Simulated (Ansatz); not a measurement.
# BaO (rocksalt): equation of state and elastic constants

An exercise on one series of results from a longer session: the logs are not shown, and one member is left open.

Program: Ansatz 0.2.0. Level of theory: DFT PBE, scalar-relativistic, plane waves, PAW. These are calculated values, not measurements.

1 further run of the same task is left out (set aside as unsound or not needed). Runs told in other sessions of the task aren't counted.

## The starting structure

It takes space group Fm-3m (No. 225, cubic). The conventional cell has a = 5.574 Å, b = 5.574 Å, c = 5.574 Å, α = 90.00°, β = 90.00°, γ = 90.00°. Around Ba (site symmetry m-3m) lie 6 O at 2.79 Å. O (site symmetry m-3m) is surrounded by 6 Ba at 2.79 Å.

Coordinates:

```cif
data_structure
_symmetry_space_group_name_H-M 'P 1'
_symmetry_Int_Tables_number 1
_cell_length_a 3.9412
_cell_length_b 3.9412
_cell_length_c 3.9412
_cell_angle_alpha 60.000
_cell_angle_beta 60.000
_cell_angle_gamma 60.000
_cell_volume 43.29
loop_
_atom_site_label
_atom_site_type_symbol
_atom_site_fract_x
_atom_site_fract_y
_atom_site_fract_z
_atom_site_occupancy
Ba1 Ba 0.50000 0.50000 0.50000 1
O1 O 0.00000 0.00000 0.00000 1
```

This cell comes from an earlier session at PBE: 21.644 Å³/atom at 0.00 GPa, on a 10×10×10 mesh.

Volume factors to run: 0.980, 1.020, 0.960, 1.040, 1.070, 1.100, 0.945.

The first run:

File input.yaml:

```yaml
crystal:
  lattice:
    - [0.0, 2.7681181752, 2.7681181752]
    - [2.7681181752, 0.0, 2.7681181752]
    - [2.7681181752, 2.7681181752, 0.0]
  atoms:
    - { symbol: Ba, position: [0.5, 0.5, 0.5] }
    - { symbol: O, position: [0.0, 0.0, 0.0] }
basis:
  ecutwfc: 420
  ecutrho_ratio: 4
kpoints:
  mp_grid: { grid: [10, 10, 10] }
hamiltonian:
  xc: pbe
scf:
  occupations: { method: gaussian, width: 0.05 }
output:
  forces: true
  stress: true
  eigenvalues: true
```

The run is started by

```bash
$ ansatz run input.yaml --threads 4 --pin off --max-ram 7168MiB --backend cpu --events-out ev --progress --plain --runs-dir out
```

Steps of the session up to this table: Volume × 0.980; Scaling the volume by 1.020; At 0.960 of the relaxed volume; Scaling the volume by 1.040; Volume × 1.070; Volume × 1.100; At 0.945 of the relaxed volume.

One of the session's tables, all rows but one given; the rest of the session is left out.

It belongs to the step «Energy and pressure against volume». 

```
volume (Å³/atom)  energy (meV/atom)  pressure (GPa)  gap (eV)
          20.453              15.69            4.45      1.91
          20.778               8.03            3.10      1.97
          21.211                  ?               ?         ?
          21.644               0.00            0.00      2.10
          22.076               1.77           -1.31      2.16
          22.509               6.89           -2.48      2.21
          23.159              20.14           -4.00      2.29
          23.808              39.05           -5.30      2.35
```

Q: Estimate the row for volume (Å³/atom) = 21.211 from the others.

Worked estimate for «energy (meV/atom)». A straight line through the neighbours (20.778, 8.03) and (21.644, 0.00) gives 8.03 + (0.00 − 8.03) × (21.211 − 20.778) / (21.644 − 20.778) = 4.01; a parabola fitted to 4 rows on both sides gives 1.97.

**Answer.** energy (meV/atom): 1.91; pressure (GPa): 1.46; gap (eV): 2.04. In «energy (meV/atom)» the line misses by +2.10 and the parabola by +0.06.
